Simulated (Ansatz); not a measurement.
Input of an Ansatz 0.2.0 run:

File input.yaml:

```yaml
crystal:
  lattice:
    - [-1.641, 1.641, 1.641]
    - [1.641, -1.641, 1.641]
    - [1.641, 1.641, -1.641]
  atoms:
    - { symbol: Ti, position: [0.0, 0.0, 0.0] }
hamiltonian:
  xc: b3lyp
  pseudopotentials: { kind: paw }
kpoints:
  mp_grid: { grid: [6, 6, 6] }
scf:
  occupations: { method: fermi_dirac, width: 0.05 }
output:
  forces: true
  stress: true
relax:
  f_tol: 0.01
  max_steps: 40
  cell: { stress_tol: 0.05 }
```

Potentials or basis: Ansatz PAW.

The run is started by

```bash
$ ansatz run input.yaml --threads 2 --pin off --max-ram 5632MiB --backend cpu --events-out ev --progress --plain --runs-dir out
```

(1) Estimate the band gap on the k mesh.

(2) What does it give for the relaxed volume?

Results:

(1) none (metal or under the smearing width).

(2) 17.37 Å³/atom.

Caveat: the k mesh is coarse (spacing up to 0.45 Å⁻¹), so the values aren't converged, least of all with exact exchange; the PAW data sets come from PBE, with cores solved anew for the run's functional, which leaves a small shift of forces and pressure.
